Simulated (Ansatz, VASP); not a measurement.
## Two plane-wave programs on W

```
W
1.0
    -1.59730    1.59730    1.59730
     1.59730   -1.59730    1.59730
     1.59730    1.59730   -1.59730
W
1
Direct
  0.00000 0.00000 0.00000
```

Alike in both runs: task single point; functional PBEsol; k mesh 24 × 24 × 24; occupations gaussian, width 0.15 eV; no spin polarisation.

|  | VASP | Ansatz |
| --- | --- | --- |
| version | VASP 6.6.1 | Ansatz 0.2.0 |
| potentials or method | VASP PAW PBE potentials, release 64 (W_sv) | scalar-relativistic, plane waves, PAW |
| plane-wave cutoff (eV) | 520 | 420 |
| valence electrons in the cell | 14 | 14 |

VASP gave:

| Item | Value |
| --- | --- |
| gap on the k mesh at the Fermi level (eV) | none |
| pressure (GPa) | -10.9 |

Estimate Ansatz's values.

gap on the k mesh at the Fermi level (eV): none; pressure (GPa): -11.4.

A gap of «none» marks a metal or a gap that the smearing closes.

Caveats: the PAW data sets were made with another functional, which shifts forces and pressure a little (VASP). Spin-orbit coupling is left out, which matters for the levels of W.
